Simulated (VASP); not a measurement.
# MgS: relaxation of cell and atoms with optB88-vdW

The system is MgS.

```
S Mg
1.0
     4.03462    0.00000    0.00000
    -2.01731    3.49409    0.00000
     0.00000    0.00000    6.43229
S Mg
2 2
Direct
  0.66667 0.33333 0.87924
  0.33333 0.66667 0.37924
  0.33333 0.66667 0.99575
  0.66667 0.33333 0.49575
```

The cell comes from a database or a generator and needn't be the stable form of this composition.

| Property | Result |
| --- | --- |
| Program | VASP 6.6.1 |
| Task | relaxation of cell and atoms |
| Functional | optB88-vdW |
| Potentials or basis | VASP PAW PBE potentials, release 64 (S, Mg) |
| Cutoff | 600 eV |
| k mesh | 6 × 6 × 3 |
| Occupations | fermi-dirac, width 0.05 eV |
| Spin | no spin polarisation |
| Further INCAR settings | ALGO = Normal; EDIFF = 1e-06; IBRION = 2; EDIFFG = -0.02; NSW = 60; ISIF = 3 |

- Relaxed volume: 22.76 Å³/atom
- Relaxed cell: a = 4.039 Å, b = 4.039 Å, c = 6.444 Å, α = 90.00°, β = 90.00°, γ = 120.00°
- Space group after relaxing (to 0.05 Å): P6_3mc (No. 186)
- Energy gained by relaxing: 0.2 meV/atom
- Ionic steps: 4
- Pressure after relaxing: 0.0 GPa
- Largest force after relaxing: 0.012 eV/Å
- Band gap on the k mesh: 3.43 eV, direct

Forces on the atoms (eV/Å):
```
S    0.000  0.000 -0.012
S    0.000  0.000 -0.012
Mg   0.000  0.000  0.012
Mg   0.000  0.000  0.012
```

Stress tensor (GPa, compression positive):
```
-0.13  0.00  0.00
 0.00 -0.13  0.00
 0.00  0.00  0.11
```

Step by step:
| step | energy change (eV) | largest force (eV/Å) | pressure (GPa) | volume (Å³) |
| --- | --- | --- | --- | --- |
| 1 | 0.0000 | 0.0561 | 0.19 | 90.68 |
| 2 | -0.0006 | 0.0253 | -0.05 | 91.04 |
| 3 | -0.0006 | 0.0207 | -0.08 | 91.09 |
| 4 | -0.0008 | 0.0124 | -0.05 | 91.05 |

Final structure:
```
CELL_PARAMETERS angstrom
4.03904 0.00000 0.00000
-2.01952 3.49791 0.00000
0.00000 0.00000 6.44435
ATOMIC_POSITIONS crystal
S 0.66667 0.33333 0.87847
S 0.33333 0.66667 0.37847
Mg 0.33333 0.66667 0.99653
Mg 0.66667 0.33333 0.49653
```

Levels at points of the mesh, in eV from the valence-band top:
```
           k point  band 4  band 5  band 6  band 7  band 8  band 9  band 10  band 11  band 12
(0.00, 0.00, 0.00)   -0.55   -0.55   -0.14   -0.14    0.00    3.43     4.70     7.49     7.49
(0.50, 0.00, 0.00)   -2.41   -1.85   -1.21   -0.91   -0.45    4.75     5.23     5.80     7.51
```

It took 3.4 min on 1 thread of Intel(R) Xeon(R) Platinum 8488C (Sapphire Rapids), on a shared host, peak memory 0.53 GiB.

Caveat: the PAW data sets were made with another functional, which shifts forces and pressure a little.
